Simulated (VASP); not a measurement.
The system is HfO2.

```
Hf O
1.0
     5.11800    0.00000    0.00000
     0.00000    5.18570    0.00000
    -0.85866    0.00000    5.21387
Hf O
4 8
Direct
  0.27550 0.03970 0.20800
  0.72450 0.53970 0.29200
  0.72450 0.96030 0.79200
  0.27550 0.46030 0.70800
  0.44870 0.75810 0.48010
  0.55130 0.25810 0.01990
  0.55130 0.24190 0.51990
  0.44870 0.74190 0.98010
  0.07420 0.33160 0.34670
  0.92580 0.83160 0.15330
  0.92580 0.66840 0.65330
  0.07420 0.16840 0.84670
```

Base run:

```yaml
Program: VASP 6.6.1
Functional: PBE
Potentials_or_basis: VASP PAW PBE potentials, release 64 (Hf_pv, O)
Cutoff: 520 eV
k_mesh: 4 × 4 × 4
Occupations: gaussian, width 0.05 eV
Spin: no spin polarisation
```

Its results: band gap on the k mesh 4.11 eV, indirect (least direct gap 4.20 eV).

Question: After a change of settings the same cell gave: band gap on the k mesh 5.74 eV, indirect (least direct gap 5.80 eV). Which change was it?
A. functional from PBE to TB-mBJ
B. k mesh from 4 × 4 × 4 to 6 × 6 × 6; further incar settings from ALGO = Normal; EDIFF = 1e-06; NBANDS = 56 to ALGO = Normal; EDIFF = 1e-06; NBANDS = 68
C. further incar settings from ALGO = Normal; EDIFF = 1e-06; NBANDS = 56 to ALGO = Fast; EDIFF = 1e-07; NBANDS = 56
D. functional from PBE to PBEsol; further incar settings from ALGO = Normal; EDIFF = 1e-06; NBANDS = 56 to ALGO = Fast; EDIFF = 1e-07; NBANDS = 56

Answer: A.

Caveats: spin-orbit coupling is left out, which moves the levels of the heavy elements.

Not every run made on this cell is shown here.
